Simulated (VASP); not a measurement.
Level of theory: PBE GGA, VASP's PBE PAW potentials (set 64) (plane waves; VASP 6.6.1).

VASP input:

### INCAR
```
SYSTEM = CsCl
PREC = Accurate
ENCUT = 400
EDIFF = 1E-8
NELM = 100
ALGO = Normal
LREAL = .FALSE.
LASPH = .TRUE.
ISMEAR = 0
SIGMA = 0.01
GGA = PE
LMAXMIX = 4
LWAVE = .FALSE.
LCHARG = .FALSE.
IBRION = 8
NSW = 1
LEPSILON = .TRUE.
```

POSCAR:
```
CsCl
4.2090080
  1.0000000375   0.0000000000   0.0000000000
  0.0000000000   1.0000000375   0.0000000000
  0.0000000000   0.0000000000   1.0000000375
Cs Cl
1 1
Cart
  0.0000000000   0.0000000000   0.0000000000
  0.5000000188   0.5000000188   0.5000000188
```

KPOINTS:
```
kpoints
0
G
 6 6 6
0 0 0
```

POTCAR, in this order: Cs_sv Cl (PBE.64 set). Program: vasp_std.

Output of the run:

OSZICAR:
```
...
RMM:   1    -0.509697040441E+00   -0.50970E+00   -0.14906E+00   908   0.369E+00
RMM:   2    -0.511661418241E+00   -0.19644E-02   -0.92953E-03   829   0.545E-01
RMM:   3    -0.511739148396E+00   -0.77730E-04   -0.13617E-04   828   0.579E-02
RMM:   4    -0.511741180826E+00   -0.20324E-05   -0.39842E-06   858   0.932E-03
RMM:   5    -0.511741236568E+00   -0.55742E-07   -0.17688E-07   809   0.155E-03
RMM:   6    -0.511741238204E+00   -0.16358E-08   -0.43872E-08   652   0.344E-04
 Linear response to external field, progress :
  Direction:   1
       N       E                     dE             d eps       ncg     rms          rms(c)
RMM:   1    -0.411515367756E+00   -0.41152E+00   -0.11098E+00  1871   0.343E+00
RMM:   2    -0.412913496137E+00   -0.13981E-02   -0.74534E-03  1654   0.510E-01    0.134E+00
RMM:   3    -0.370294123693E+00    0.42619E-01   -0.81694E-02  1578   0.152E+00    0.654E-01
RMM:   4    -0.385040188388E+00   -0.14746E-01   -0.46094E-02  1607   0.116E+00    0.223E-01
RMM:   5    -0.403850684571E+00   -0.18810E-01   -0.17933E-03  1624   0.360E-01    0.308E-02
RMM:   6    -0.403728579547E+00    0.12211E-03   -0.84556E-05  1673   0.498E-02    0.136E-02
RMM:   7    -0.404810846583E+00   -0.10823E-02   -0.33643E-05  1595   0.373E-02    0.523E-03
RMM:   8    -0.404963561690E+00   -0.15272E-03   -0.18039E-05  1649   0.194E-02    0.663E-03
RMM:   9    -0.405055785920E+00   -0.92224E-04   -0.52194E-06  1658   0.119E-02    0.526E-04
RMM:  10    -0.405069248889E+00   -0.13463E-04   -0.20581E-07  1711   0.354E-03    0.733E-04
RMM:  11    -0.405068164934E+00    0.10840E-05    0.68165E-07  1692   0.119E-03    0.211E-04
RMM:  12    -0.405062688998E+00    0.54759E-05    0.41751E-07  1602   0.400E-04    0.117E-04
RMM:  13    -0.405062905965E+00   -0.21697E-06    0.53724E-07  1475   0.236E-04    0.119E-05
RMM:  14    -0.405062987243E+00   -0.81278E-07    0.38179E-07   983   0.145E-04    0.231E-06
 Linear response to external field, progress :
  Direction:   2
       N       E                     dE             d eps       ncg     rms          rms(c)
RMM:   1    -0.411544644396E+00   -0.41154E+00   -0.11101E+00  1871   0.343E+00
RMM:   2    -0.412914434226E+00   -0.13698E-02   -0.74245E-03  1656   0.510E-01    0.134E+00
RMM:   3    -0.370296788918E+00    0.42618E-01   -0.81641E-02  1588   0.152E+00    0.654E-01
RMM:   4    -0.385032666103E+00   -0.14736E-01   -0.45953E-02  1598   0.116E+00    0.223E-01
RMM:   5    -0.403819142420E+00   -0.18786E-01   -0.17831E-03  1620   0.359E-01    0.304E-02
RMM:   6    -0.403736953931E+00    0.82188E-04   -0.82812E-05  1673   0.493E-02    0.135E-02
RMM:   7    -0.404814241885E+00   -0.10773E-02   -0.33203E-05  1595   0.371E-02    0.519E-03
RMM:   8    -0.404960367280E+00   -0.14613E-03   -0.17827E-05  1654   0.193E-02    0.657E-03
RMM:   9    -0.405056018514E+00   -0.95651E-04   -0.52514E-06  1655   0.118E-02    0.528E-04
RMM:  10    -0.405069392702E+00   -0.13374E-04   -0.43014E-07  1714   0.354E-03    0.738E-04
RMM:  11    -0.405068291087E+00    0.11016E-05    0.38090E-07  1687   0.120E-03    0.211E-04
RMM:  12    -0.405062791665E+00    0.54994E-05    0.12309E-06  1606   0.401E-04    0.117E-04
RMM:  13    -0.405063024376E+00   -0.23271E-06    0.33134E-07  1476   0.229E-04    0.123E-05
RMM:  14    -0.405063103580E+00   -0.79204E-07    0.19524E-07   992   0.143E-04    0.230E-06
 Linear response to external field, progress :
  Direction:   3
       N       E                     dE             d eps       ncg     rms          rms(c)
RMM:   1    -0.411521900008E+00   -0.41152E+00   -0.11099E+00  1871   0.343E+00
RMM:   2    -0.412913917654E+00   -0.13920E-02   -0.74395E-03  1652   0.509E-01    0.134E+00
RMM:   3    -0.370291857614E+00    0.42622E-01   -0.81408E-02  1583   0.152E+00    0.654E-01
RMM:   4    -0.385032105064E+00   -0.14740E-01   -0.45846E-02  1602   0.116E+00    0.223E-01
RMM:   5    -0.403860305457E+00   -0.18828E-01   -0.17935E-03  1618   0.360E-01    0.309E-02
RMM:   6    -0.403733406872E+00    0.12690E-03   -0.84363E-05  1662   0.496E-02    0.136E-02
RMM:   7    -0.404811457939E+00   -0.10781E-02   -0.34370E-05  1598   0.374E-02    0.528E-03
RMM:   8    -0.404959833934E+00   -0.14838E-03   -0.18429E-05  1659   0.194E-02    0.663E-03
RMM:   9    -0.405055825901E+00   -0.95992E-04   -0.53880E-06  1646   0.119E-02    0.537E-04
RMM:  10    -0.405069339625E+00   -0.13514E-04   -0.29121E-07  1713   0.357E-03    0.742E-04
RMM:  11    -0.405068343786E+00    0.99584E-06    0.41435E-07  1683   0.122E-03    0.209E-04
RMM:  12    -0.405062847215E+00    0.54966E-05    0.38478E-07  1604   0.414E-04    0.116E-04
RMM:  13    -0.405063061686E+00   -0.21447E-06   -0.21650E-08  1478   0.255E-04    0.129E-05
RMM:  14    -0.405063144870E+00   -0.83184E-07    0.14313E-07   982   0.159E-04    0.123E-06
 Linear response DOF=           2
 Linear response progress:
  Degree of freedom:   1/  2
       N       E                     dE             d eps       ncg     rms          rms(c)
RMM:   1    -0.182455464320E+00   -0.18246E+00    0.89200E-02  1735   0.191E+00
RMM:   2    -0.184601492979E+00   -0.21460E-02   -0.28454E-03  1508   0.350E-01    0.184E-02
RMM:   3    -0.184736367218E+00   -0.13487E-03   -0.53237E-05  1671   0.557E-02    0.836E-03
RMM:   4    -0.184758128930E+00   -0.21762E-04   -0.10092E-05  1715   0.212E-02    0.268E-03
RMM:   5    -0.184762220639E+00   -0.40917E-05   -0.52335E-07  1680   0.512E-03    0.494E-04
RMM:   6    -0.184760565600E+00    0.16550E-05   -0.31962E-08  1750   0.129E-03    0.305E-04
RMM:   7    -0.184755993478E+00    0.45721E-05   -0.96348E-09  1735   0.636E-04    0.122E-04
RMM:   8    -0.184756365112E+00   -0.37163E-06   -0.39500E-09  1713   0.325E-04    0.404E-05
RMM:   9    -0.184755848605E+00    0.51651E-06   -0.92992E-10  1730   0.108E-04    0.125E-05
RMM:  10    -0.184755884564E+00   -0.35959E-07   -0.13623E-09  1826   0.547E-05    0.456E-06
RMM:  11    -0.184755942449E+00   -0.57885E-07   -0.19015E-09  1791   0.453E-05    0.107E-06
RMM:  12    -0.184755935255E+00    0.71939E-08    0.10564E-09  1586   0.389E-05    0.295E-07
 Linear response progress:
  Degree of freedom:   2/  2
       N       E                     dE             d eps       ncg     rms          rms(c)
RMM:   1    -0.197969787489E+00   -0.19797E+00    0.15540E-02  1927   0.254E+00
RMM:   2    -0.198224255545E+00   -0.25447E-03   -0.22356E-03  1529   0.260E-01    0.514E-02
RMM:   3    -0.198768257561E+00   -0.54400E-03   -0.13845E-04  1520   0.590E-02    0.284E-02
RMM:   4    -0.199378366817E+00   -0.61011E-03   -0.11463E-04  1480   0.515E-02    0.128E-02
RMM:   5    -0.199317492539E+00    0.60874E-04   -0.78536E-06  1558   0.190E-02    0.234E-03
RMM:   6    -0.199369879697E+00   -0.52387E-04   -0.12937E-06  1605   0.497E-03    0.132E-03
RMM:   7    -0.199354595650E+00    0.15284E-04   -0.11625E-07  1573   0.209E-03    0.403E-04
RMM:   8    -0.199357492478E+00   -0.28968E-05   -0.25075E-08  1575   0.910E-04    0.116E-04
RMM:   9    -0.199358595062E+00   -0.11026E-05   -0.15970E-08  1673   0.282E-04    0.378E-05
RMM:  10    -0.199357846338E+00    0.74872E-06   -0.55369E-08  1708   0.105E-04    0.120E-05
RMM:  11    -0.199357858568E+00   -0.12230E-07   -0.29710E-07  1782   0.567E-05    0.258E-06
RMM:  12    -0.199357844132E+00    0.14435E-07    0.34990E-08  1629   0.491E-05    0.879E-07
RMM:  13    -0.199357850660E+00   -0.65279E-08    0.62968E-09  1405   0.456E-05    0.461E-07
 Linear response finished
```

### OUTCAR
```
------------------------ aborting loop because EDIFF is reached ----------------------------------------

 HEAD OF MICROSCOPIC STATIC DIELECTRIC TENSOR (INDEPENDENT PARTICLE, excluding Hartree and local field effects)
 ------------------------------------------------------
           3.004382     0.000000     0.000000
           0.000000     3.004382     0.000000
          -0.000000     0.000000     3.004382
 ------------------------------------------------------

 MACROSCOPIC STATIC DIELECTRIC TENSOR (including local field effects in DFT)
 ------------------------------------------------------
           2.736809    -0.000000     0.000000
          -0.000000     2.736809    -0.000000
           0.000000     0.000000     2.736809
 ------------------------------------------------------

 PIEZOELECTRIC TENSOR (including local field effects)  for field in x, y, z        (e  Angst)
          XX          YY          ZZ          XY          YZ          ZX
  --------------------------------------------------------------------------------
  x     0.00000     0.00000     0.00000     0.00000     0.00000     0.00000
  y     0.00000     0.00000     0.00000     0.00000     0.00000     0.00000
  z     0.00000     0.00000     0.00000     0.00000     0.00000     0.00000

 PIEZOELECTRIC TENSOR (including local field effects)  for field in x, y, z        (C/m^2)
          XX          YY          ZZ          XY          YZ          ZX
  --------------------------------------------------------------------------------
  x     0.00000     0.00000     0.00000     0.00000     0.00000     0.00000
  y     0.00000     0.00000     0.00000     0.00000     0.00000     0.00000
  z     0.00000     0.00000     0.00000     0.00000     0.00000     0.00000

 BORN EFFECTIVE CHARGES (including local field effects) (in |e|, cummulative output)
 ---------------------------------------------------------------------------------
 ion    1
    1     1.31827     0.00000     0.00000
    2     0.00000     1.31827     0.00000
    3     0.00000    -0.00000     1.31827
 ion    2
    1    -1.31827     0.00000    -0.00000
    2     0.00000    -1.31827    -0.00000
    3    -0.00000     0.00000    -1.31827

   1 f  =    2.252099 THz    14.150356 2PiTHz   75.121938 cm-1     9.313929 meV
             X         Y         Z           dx          dy          dz
      0.000000  0.000000  0.000000     0.451084    0.000000    0.000000
      2.104504  2.104504  2.104504    -0.892482    0.000000    0.000000

   2 f  =    2.252099 THz    14.150356 2PiTHz   75.121938 cm-1     9.313929 meV
             X         Y         Z           dx          dy          dz
      0.000000  0.000000  0.000000     0.000000    0.451084   -0.000000
      2.104504  2.104504  2.104504    -0.000000   -0.892482   -0.000000

   3 f  =    2.252099 THz    14.150356 2PiTHz   75.121938 cm-1     9.313929 meV
             X         Y         Z           dx          dy          dz
      0.000000  0.000000  0.000000     0.000000    0.000000   -0.451084
      2.104504  2.104504  2.104504    -0.000000    0.000000    0.892482

   4 f/i=    0.019763 THz     0.124172 2PiTHz    0.659211 cm-1     0.081732 meV
             X         Y         Z           dx          dy          dz
      0.000000  0.000000  0.000000    -0.260253    0.813056    0.260253
      2.104504  2.104504  2.104504    -0.131539    0.410940    0.131539

   5 f/i=    0.019763 THz     0.124172 2PiTHz    0.659211 cm-1     0.081732 meV
             X         Y         Z           dx          dy          dz
      0.000000  0.000000  0.000000     0.631080    0.000000    0.631080
      2.104504  2.104504  2.104504     0.318964    0.000000    0.318964

   6 f/i=    0.019763 THz     0.124172 2PiTHz    0.659211 cm-1     0.081732 meV
             X         Y         Z           dx          dy          dz
      0.000000  0.000000  0.000000    -0.574917   -0.368054    0.574917
      2.104504  2.104504  2.104504    -0.290578   -0.186024    0.290578

 MACROSCOPIC STATIC DIELECTRIC TENSOR IONIC CONTRIBUTION
 ------------------------------------------------------
           7.351525    -0.000000     0.000000
          -0.000000     7.351525     0.000000
           0.000000     0.000000     7.351525
 ------------------------------------------------------

 ELASTIC MODULI CONTR FROM IONIC RELAXATION (kBar)
 Direction    XX          YY          ZZ          XY          YZ          ZX
 --------------------------------------------------------------------------------
 XX           0.0000      0.0000      0.0000      0.0000      0.0000      0.0000
 YY           0.0000      0.0000      0.0000      0.0000      0.0000      0.0000
 ZZ           0.0000      0.0000      0.0000      0.0000      0.0000      0.0000
 XY           0.0000      0.0000      0.0000      0.0000      0.0000      0.0000
 YZ           0.0000      0.0000      0.0000      0.0000      0.0000      0.0000
 ZX           0.0000      0.0000      0.0000      0.0000      0.0000      0.0000
 --------------------------------------------------------------------------------

 PIEZOELECTRIC TENSOR IONIC CONTR  for field in x, y, z        (C/m^2)
          XX          YY          ZZ          XY          YZ          ZX
  --------------------------------------------------------------------------------
  x     0.00000     0.00000     0.00000     0.00000     0.00000     0.00000
  y     0.00000     0.00000     0.00000     0.00000     0.00000     0.00000
  z     0.00000     0.00000     0.00000     0.00000     0.00000     0.00000
```
(Selected blocks of OUTCAR.)

File OUTCAR:
```
 val. band max:       -0.6261131166   @ k =   0.0000   0.0000   0.0000

 cond. band min:       4.3611319603   @ k =   0.0000   0.0000   0.0000


 Fermi energy:        -0.5746418413

 k-point     1 :       0.0000    0.0000    0.0000
  band No.  band energies     occupation
      1     -20.0984      2.00000
      2     -12.7262      2.00000
      3      -6.6264      2.00000
      4      -6.6264      2.00000
      5      -6.6264      2.00000
      6      -0.6261      2.00000
      7      -0.6261      2.00000
      8      -0.6261      2.00000
      9       4.3611      0.00000
     10       4.8127      0.00000
     11       4.8127      0.00000
     12       9.1733      0.00000

 k-point     2 :       0.1667    0.0000    0.0000
  band No.  band energies     occupation
      1     -20.0829      2.00000
      2     -12.7316      2.00000
      3      -6.7562      2.00000
      4      -6.5992      2.00000
      5      -6.5992      2.00000
      6      -0.9360      2.00000
      7      -0.6706      2.00000
      8      -0.6706      2.00000
      9       4.9441      0.00000
     10       4.9852      0.00000
     11       5.4052      0.00000
     12       8.9617      0.00000

 k-point     3 :       0.3333    0.0000    0.0000
  band No.  band energies     occupation
      1     -20.0514      2.00000
      2     -12.7443      2.00000
      3      -6.9919      2.00000
      4      -6.5433      2.00000
      5      -6.5433      2.00000
      6      -1.4498      2.00000
      7      -0.7630      2.00000
      8      -0.7630      2.00000
      9       5.4293      0.00000
     10       6.0643      0.00000
     11       6.8916      0.00000
     12       8.6904      0.00000

 k-point     4 :       0.5000    0.0000    0.0000
  band No.  band energies     occupation
      1     -20.0355      2.00000
      2     -12.7517      2.00000
      3      -7.0994      2.00000
      4      -6.5146      2.00000
      5      -6.5146      2.00000
      6      -1.6723      2.00000
...
```

Unless said otherwise, spin-orbit coupling is left out, though it shifts the bands of the heavy elements here.

The compound is CsCl in the CsCl type structure. It was relaxed first, which changed the volume by +7 %.
